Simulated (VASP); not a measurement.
# A point defect in a supercell of ZrC, part 2 of 4

How easily does a point defect form in ZrC? The host is relaxed first, then a supercell is run with and without the defect. The start is a cell from a database of measured crystal structures.

VASP 6.6.1, plane waves and PAW; the level of theory is named at each step.

Still holding for the runs below: The k-mesh is coarse for a metal.

So far. Step 2 (The host at zero pressure): The run ended after 3 ionic steps, 0.003 eV below its first step, once forces and stress met EDIFFG = -0.02.

The database entry behind the starting cell differs from later determinations by our own check (an axis about 0.7 % long against later determinations), so it need not match the best structure at ambient conditions.

### 3. The perfect supercell

Level of this step: PBE; plane waves and PAW (Zr_sv, C) (VASP).

System of this step: ZrC. The cell holds 72 atoms: 36 Zr and 36 C. Cell: a = 9.990 Å, b = 9.990 Å, c = 13.320 Å, α = 60.0°, β = 60.0°, γ = 60.0°. It derives from ZrC.

The same cell, mesh and cutoff without the defect give the energy to subtract and, in a gapped host, the band edges to count from, so that most errors cancel.

Contents of INCAR:

```
SYSTEM = ZrC
PREC = Normal
ENCUT = 400
EDIFF = 1E-05
NELM = 120
ISMEAR = 1
SIGMA = 0.2
LREAL = Auto
ALGO = Fast
GGA = PE
LASPH = .TRUE.
LORBIT = 11
LWAVE = .FALSE.
LCHARG = .FALSE.
```

Contents of POSCAR:

```
ZrC
1.0
    0.0000000000      7.0638605538      7.0638605538
    7.0638605538      0.0000000000      7.0638605538
    9.4184807384      9.4184807384      0.0000000000
Zr C
36 36
Direct
    0.1666666667      0.1666666667      0.1250000000
    0.1666666667      0.1666666667      0.3750000000
    0.1666666667      0.1666666667      0.6250000000
    0.1666666667      0.1666666667      0.8750000000
    0.1666666667      0.5000000000      0.1250000000
    0.1666666667      0.5000000000      0.3750000000
    0.1666666667      0.5000000000      0.6250000000
    0.1666666667      0.5000000000      0.8750000000
    0.1666666667      0.8333333333      0.1250000000
    0.1666666667      0.8333333333      0.3750000000
    0.1666666667      0.8333333333      0.6250000000
    0.1666666667      0.8333333333      0.8750000000
    0.5000000000      0.1666666667      0.1250000000
    0.5000000000      0.1666666667      0.3750000000
    0.5000000000      0.1666666667      0.6250000000
    0.5000000000      0.1666666667      0.8750000000
    0.5000000000      0.5000000000      0.1250000000
    0.5000000000      0.5000000000      0.3750000000
    0.5000000000      0.5000000000      0.6250000000
    0.5000000000      0.5000000000      0.8750000000
    0.5000000000      0.8333333333      0.1250000000
    0.5000000000      0.8333333333      0.3750000000
    0.5000000000      0.8333333333      0.6250000000
    0.5000000000      0.8333333333      0.8750000000
    0.8333333333      0.1666666667      0.1250000000
    0.8333333333      0.1666666667      0.3750000000
    0.8333333333      0.1666666667      0.6250000000
    0.8333333333      0.1666666667      0.8750000000
    0.8333333333      0.5000000000      0.1250000000
    0.8333333333      0.5000000000      0.3750000000
    0.8333333333      0.5000000000      0.6250000000
    0.8333333333      0.5000000000      0.8750000000
    0.8333333333      0.8333333333      0.1250000000
    0.8333333333      0.8333333333      0.3750000000
    0.8333333333      0.8333333333      0.6250000000
    0.8333333333      0.8333333333      0.8750000000
    0.0000000000      0.0000000000      0.0000000000
    0.0000000000      0.0000000000      0.2500000000
    0.0000000000      0.0000000000      0.5000000000
    0.0000000000      0.0000000000      0.7500000000
    0.0000000000      0.3333333333      0.0000000000
    0.0000000000      0.3333333333      0.2500000000
    0.0000000000      0.3333333333      0.5000000000
    0.0000000000      0.3333333333      0.7500000000
    0.0000000000      0.6666666667      0.0000000000
    0.0000000000      0.6666666667      0.2500000000
    0.0000000000      0.6666666667      0.5000000000
    0.0000000000      0.6666666667      0.7500000000
    0.3333333333      0.0000000000      0.0000000000
    0.3333333333      0.0000000000      0.2500000000
    0.3333333333      0.0000000000      0.5000000000
    0.3333333333      0.0000000000      0.7500000000
    0.3333333333      0.3333333333      0.0000000000
    0.3333333333      0.3333333333      0.2500000000
    0.3333333333      0.3333333333      0.5000000000
    0.3333333333      0.3333333333      0.7500000000
    0.3333333333      0.6666666667      0.0000000000
    0.3333333333      0.6666666667      0.2500000000
    0.3333333333      0.6666666667      0.5000000000
    0.3333333333      0.6666666667      0.7500000000
    0.6666666667      0.0000000000      0.0000000000
    0.6666666667      0.0000000000      0.2500000000
    0.6666666667      0.0000000000      0.5000000000
    0.6666666667      0.0000000000      0.7500000000
    0.6666666667      0.3333333333      0.0000000000
    0.6666666667      0.3333333333      0.2500000000
    0.6666666667      0.3333333333      0.5000000000
    0.6666666667      0.3333333333      0.7500000000
    0.6666666667      0.6666666667      0.0000000000
    0.6666666667      0.6666666667      0.2500000000
    0.6666666667      0.6666666667      0.5000000000
    0.6666666667      0.6666666667      0.7500000000
```

Contents of KPOINTS:

```
Automatic mesh
0
Gamma
3 3 2
0 0 0
```

Potentials, in the order of the species: Zr_sv and C (PBE family, release 64).

Launch:

```console
export OMP_NUM_THREADS=5
mpirun -np 1 vasp_std
```

The program printed:

```text
[banner, memory and clock lines left out]
running    1 mpi-ranks, on    1 nodes
 distrk:  each k-point on    1 cores,    1 groups
 distr:  one band on    1 cores,    1 groups
 Offloading initialized ...    1 GPUs detected
 POSCAR found type information on POSCAR ZrC
 POSCAR found :  2 types and      72 ions
 LDA part: xc-table for (Slater+PW92), standard interpolation
 POSCAR, INCAR and KPOINTS ok, starting setup
 FFT: planning ... GRIDC
 FFT: planning ... GRID_SOFT
 FFT: planning ... GRID
 WAVECAR not read
 entering main loop
       N       E                     dE             d eps       ncg     rms          rms(c)
DAV:   1     0.510538542150E+04    0.51054E+04   -0.26169E+05  5520   0.139E+03
DAV:   2    -0.216669559385E+03   -0.53221E+04   -0.51230E+04  6246   0.449E+02
DAV:   3    -0.777328653110E+03   -0.56066E+03   -0.54728E+03  8064   0.117E+02
DAV:   4    -0.821967416499E+03   -0.44639E+02   -0.44555E+02  8000   0.285E+01
DAV:   5    -0.825172281587E+03   -0.32049E+01   -0.32046E+01  7592   0.648E+00    0.121E+02
RMM:   6    -0.695273109442E+03    0.12990E+03   -0.67697E+02  6634   0.283E+01    0.555E+01
RMM:   7    -0.699653954545E+03   -0.43808E+01   -0.79399E+01  7726   0.110E+01    0.225E+01
RMM:   8    -0.700162667137E+03   -0.50871E+00   -0.13216E+01  8409   0.432E+00    0.337E+00
RMM:   9    -0.700640475838E+03   -0.47781E+00   -0.54086E+00  9211   0.217E+00    0.232E+00
RMM:  10    -0.700716626459E+03   -0.76151E-01   -0.15090E+00  7820   0.167E+00    0.137E+00
RMM:  11    -0.700734695861E+03   -0.18069E-01   -0.64783E-01  8475   0.918E-01    0.831E-01
RMM:  12    -0.700758168129E+03   -0.23472E-01   -0.23411E-01  9905   0.475E-01    0.909E-01
RMM:  13    -0.700768503490E+03   -0.10335E-01   -0.80482E-02 10574   0.271E-01    0.136E+00
RMM:  14    -0.700765018564E+03    0.34849E-02   -0.27319E-02  9572   0.236E-01    0.854E-01
WARNING in EDDRMM: call to ZHEGV failed, returncode =   8  4    265
RMM:  15    -0.700763680400E+03    0.13382E-02   -0.18162E-02  9794   0.192E-01    0.437E-01
RMM:  16    -0.700763840636E+03   -0.16024E-03   -0.64094E-03  9905   0.111E-01    0.233E-01
WARNING in EDDRMM: call to ZHEGV failed, returncode =   8  4    232
WARNING in EDDRMM: call to ZHEGV failed, returncode =   8  4    201
RMM:  17    -0.700764136727E+03   -0.29609E-03   -0.29039E-03  9868   0.754E-02    0.161E-01
RMM:  18    -0.700764389365E+03   -0.25264E-03   -0.15617E-03  9817   0.488E-02    0.191E-01
RMM:  19    -0.700764367443E+03    0.21922E-04   -0.99293E-04  8850   0.284E-02    0.155E-01
WARNING in EDDRMM: call to ZHEGV failed, returncode =   8  4    305
RMM:  20    -0.700764269842E+03    0.97601E-04   -0.92846E-04  9176   0.358E-02    0.670E-02
WARNING in EDDRMM: call to ZHEGV failed, returncode =   6  3    169
RMM:  21    -0.700764286588E+03   -0.16745E-04   -0.64469E-04  8867   0.240E-02    0.235E-02
WARNING in EDDRMM: call to ZHEGV failed, returncode =   8  4     71
WARNING in EDDRMM: call to ZHEGV failed, returncode =   8  4     72
WARNING in EDDRMM: call to ZHEGV failed, returncode =   6  3     90
RMM:  22    -0.700764312795E+03   -0.26208E-04   -0.43548E-04  6723   0.155E-02    0.412E-03
WARNING in EDDRMM: call to ZHEGV failed, returncode =   6  3    312
WARNING in EDDRMM: call to ZHEGV failed, returncode =   6  3    296
RMM:  23    -0.700764340117E+03   -0.27321E-04   -0.36357E-04  5676   0.117E-02    0.565E-03
WARNING in EDDRMM: call to ZHEGV failed, returncode =   8  4     81
WARNING in EDDRMM: call to ZHEGV failed, returncode =   6  3     81
WARNING in EDDRMM: call to ZHEGV failed, returncode =   6  3     91
WARNING in EDDRMM: call to ZHEGV failed, returncode =   6  3    102
WARNING in EDDRMM: call to ZHEGV failed, returncode =   6  3    103
WARNING in EDDRMM: call to ZHEGV failed, returncode =   8  4     63
WARNING in EDDRMM: call to ZHEGV failed, returncode =   8  4     82
WARNING in EDDRMM: call to ZHEGV failed, returncode =   8  4     77
RMM:  24    -0.700764364414E+03   -0.24297E-04   -0.26707E-04  4961   0.882E-03    0.274E-03
WARNING in EDDRMM: call to ZHEGV failed, returncode =   6  3     46
RMM:  25    -0.700764385149E+03   -0.20735E-04   -0.24321E-04  4491   0.717E-03    0.211E-03
WARNING in EDDRMM: call to ZHEGV failed, returncode =   6  3     77
RMM:  26    -0.700764399502E+03   -0.14353E-04   -0.17880E-04  3585   0.597E-03    0.213E-03
WARNING in EDDRMM: call to ZHEGV failed, returncode =   8  4    310
RMM:  27    -0.700764413837E+03   -0.14335E-04   -0.17367E-04  3797   0.549E-03    0.249E-03
WARNING in EDDRMM: call to ZHEGV failed, returncode =   6  3    148
WARNING in EDDRMM: call to ZHEGV failed, returncode =   8  4    149
WARNING in EDDRMM: call to ZHEGV failed, returncode =   8  4    160
RMM:  28    -0.700764424576E+03   -0.10740E-04   -0.13220E-04  3375   0.487E-03    0.271E-03
WARNING in EDDRMM: call to ZHEGV failed, returncode =   8  4    326
RMM:  29    -0.700764435164E+03   -0.10587E-04   -0.12832E-04  3132   0.452E-03    0.277E-03
RMM:  30    -0.700764443135E+03   -0.79711E-05   -0.10187E-04  3002   0.421E-03    0.349E-03
WARNING in EDDRMM: call to ZHEGV failed, returncode =   8  4    306
RMM:  31    -0.700764451067E+03   -0.79321E-05   -0.96831E-05  2723   0.399E-03
   1 F= -.70076445E+03 E0= -.70076060E+03  d E =-.115431E-01
```

Elapsed: 13 min, on 1 × NVIDIA H100 80GB HBM3, 81559 MiB with 1 MPI rank of AMD EPYC 7R13 (Zen 3), card shared with another run, shared host; peak memory 2.6 GiB.

From OUTCAR (step 3):

```text
  LATTYP: Found a base centered monoclinic cell.
 ALAT       =    17.3028539710
 B/A-ratio  =     0.5773502692
 C/A-ratio  =     0.7698003589
 COS(beta)  =    -0.5773502692

 Subroutine GETGRP returns: Found  4 space group operations
 (whereof  4 operations were pure point group operations)

The static configuration has the point symmetry C_2h.

 Found      8 irreducible k-points:

   k-points           NKPTS =      8   k-points in BZ     NKDIM =      8   number of bands    NBANDS=    345

   dimension x,y,z NGX =    50 NGY =   50 NGZ =   70
   dimension x,y,z NGXF=   100 NGYF=  100 NGZF=  140

   ENCUT  =  400.0 eV  29.40 Ry    5.42 a.u.  16.29 16.29 21.72*2*pi/ulx,y,z

   NELECT =     576.0000    total number of electrons

 E-fermi :   9.5065

 k-point     1 :       0.0000    0.0000    0.0000
  band No.  band energies     occupation
    ...
    283       8.9166      2.00025
    284       9.2881      2.06442
    285       9.2881      2.06442
    286       9.2886      2.06416
    287       9.2886      2.06416
    288       9.6738      0.00228
    289       9.6738      0.00228
    290       9.6738      0.00227
    291       9.6738      0.00227
    292      10.2410     -0.00000
    ...

 k-point     2 :       0.3333    0.0000    0.0000
  band No.  band energies     occupation
    ...
    285       9.1440      2.02793
    286       9.3360      2.00456
    287       9.3391      1.99783
    288       9.3724      1.89811
    289       9.4479      1.47286
    290       9.6533      0.05769
    291       9.8298     -0.04462
    292       9.9436     -0.00839
    293      10.2640     -0.00000
    294      10.5162     -0.00000
    ...

  Total       -4.8228412     -4.8228412     -4.2963964     -0.1534319      1.5366871      1.5366872
  in kB       -8.2208828     -8.2208828     -7.3235195     -0.2615357      2.6193947      2.6193948
  external PRESSURE =      -7.9217617 kB  Pullay stress =       0.0000000 kB

  energy-cutoff  :      400.00
  volume of cell :      939.93
      direct lattice vectors                 reciprocal lattice vectors
     0.000000000  7.063860554  7.063860554    -0.070782824  0.070782824  0.070782824
     7.063860554  0.000000000  7.063860554     0.070782824 -0.070782824  0.070782824
     9.418480738  9.418480738  0.000000000     0.053087118  0.053087118 -0.053087118

 POSITION                                       TOTAL-FORCE (eV/Angst)
 -----------------------------------------------------------------------------------
      2.35462      2.35462      2.35462        -0.000000      0.000000     -0.000000
      4.70924      4.70924      2.35462        -0.000000      0.000000     -0.000000
      7.06386      7.06386      2.35462         0.000000      0.000000     -0.000000
      9.41848      9.41848      2.35462         0.000000      0.000000      0.000000
      4.70924      2.35462      4.70924        -0.000000      0.000000     -0.000000
      7.06386      4.70924      4.70924         0.000000      0.000000     -0.000000
      9.41848      7.06386      4.70924         0.000000      0.000000      0.000000
     11.77310      9.41848      4.70924        -0.000000      0.000000      0.000000
      7.06386      2.35462      7.06386         0.000000     -0.000000      0.000000
      9.41848      4.70924      7.06386         0.000000     -0.000000     -0.000000
     11.77310      7.06386      7.06386         0.000000     -0.000000     -0.000000
     14.12772      9.41848      7.06386         0.000000     -0.000000     -0.000000
      2.35462      4.70924      4.70924        -0.000000      0.000000     -0.000000
      4.70924      7.06386      4.70924        -0.000000      0.000000     -0.000000
      7.06386      9.41848      4.70924        -0.000000     -0.000000     -0.000000
      9.41848     11.77310      4.70924        -0.000000     -0.000000     -0.000000
      4.70924      4.70924      7.06386        -0.000000     -0.000000     -0.000000
      7.06386      7.06386      7.06386         0.000000      0.000000     -0.000000
      9.41848      9.41848      7.06386         0.000000      0.000000     -0.000000
     11.77310     11.77310      7.06386         0.000000      0.000000     -0.000000
      7.06386      4.70924      9.41848         0.000000     -0.000000      0.000000
      9.41848      7.06386      9.41848         0.000000      0.000000      0.000000
     11.77310      9.41848      9.41848         0.000000     -0.000000      0.000000
     14.12772     11.77310      9.41848         0.000000     -0.000000      0.000000
      2.35462      7.06386      7.06386        -0.000000     -0.000000     -0.000000
      4.70924      9.41848      7.06386         0.000000     -0.000000     -0.000000
      7.06386     11.77310      7.06386         0.000000     -0.000000     -0.000000
      9.41848     14.12772      7.06386        -0.000000     -0.000000     -0.000000
      4.70924      7.06386      9.41848        -0.000000      0.000000      0.000000
      7.06386      9.41848      9.41848         0.000000      0.000000     -0.000000
      9.41848     11.77310      9.41848         0.000000      0.000000      0.000000
     11.77310     14.12772      9.41848        -0.000000     -0.000000      0.000000
      7.06386      7.06386     11.77310         0.000000      0.000000     -0.000000
      9.41848      9.41848     11.77310        -0.000000      0.000000     -0.000000
     11.77310     11.77310     11.77310         0.000000      0.000000     -0.000000
     14.12772     14.12772     11.77310        -0.000000      0.000000     -0.000000
      0.00000      0.00000      0.00000        -0.000000      0.000000      0.000000
      2.35462      2.35462      0.00000        -0.000000      0.000000      0.000000
[...]
-----------------------------------------------------------------------------------
    total drift:                               -0.000000     -0.000000      0.000000

  FREE ENERGIE OF THE ION-ELECTRON SYSTEM (eV)
  ---------------------------------------------------
  free  energy   TOTEN  =      -700.7644510668 eV

  energy  without entropy=     -700.7529079690  energy(sigma->0) =     -700.76060337

 total charge
# of ion       s       p       d       tot
------------------------------------------
    1        2.174   6.041   1.619   9.834
    2        2.174   6.041   1.619   9.834
    3        2.174   6.041   1.619   9.834
    4        2.174   6.041   1.619   9.834
    5        2.174   6.041   1.619   9.834
    6        2.174   6.041   1.619   9.834
    7        2.174   6.041   1.619   9.834
    8        2.174   6.041   1.619   9.834
    9        2.174   6.041   1.619   9.834
   10        2.174   6.041   1.619   9.834
   11        2.174   6.041   1.619   9.834
   12        2.174   6.041   1.619   9.834
   13        2.174   6.041   1.619   9.834
   14        2.174   6.041   1.619   9.834
   15        2.174   6.041   1.619   9.834
   16        2.174   6.041   1.619   9.834
   17        2.174   6.041   1.619   9.834
   18        2.174   6.041   1.619   9.834
   19        2.174   6.041   1.619   9.834
   20        2.174   6.041   1.619   9.834
   21        2.174   6.041   1.619   9.834
   22        2.174   6.041   1.619   9.834
   23        2.174   6.041   1.619   9.834
   24        2.174   6.041   1.619   9.834
   25        2.174   6.041   1.619   9.834
   26        2.174   6.041   1.619   9.834
   27        2.174   6.041   1.619   9.834
   28        2.174   6.041   1.619   9.834
   29        2.174   6.041   1.619   9.834
   30        2.174   6.041   1.619   9.834
   31        2.174   6.041   1.619   9.834
   32        2.174   6.041   1.619   9.834
   33        2.174   6.041   1.619   9.834
   34        2.174   6.041   1.619   9.834
   35        2.174   6.041   1.619   9.834
   36        2.174   6.041   1.619   9.834
   37        0.888   1.475   0.000   2.363
[...]
--------------------------------------------------
tot        110.206 270.593  58.302 439.101

[... 7 further parts left out ...]
```

Numbers from this step:

```yaml
electrons: 576
free_energy_toten: -700.7645 eV
energy_at_zero_smearing: -700.7606 eV
fermi_energy: 9.507 eV
```

The host is treated as a metal, as its relaxation found a gap under 0.3 eV or none, and only the neutral defect is run.

[end of part 2 of 4]

[Lines on the potential files, build, host, timing and source positions are cut from VASP's logs without a mark.]

[Logs are printed without paths, hosts, clocks, repeated set-up lines and the standing remarks that a program may print on its own settings, such as how far it seeks lower states.]

[Hosts, paths, dates, database ids (printed as entryN), source tags and the programs' standing remarks are cut or masked in the printed files.]

[In band tables of VASP the shares of atoms and orbitals are scaled to a sum of 1 inside the atoms' spheres.]

[Runs that stopped without an error message from VASP are left out.]
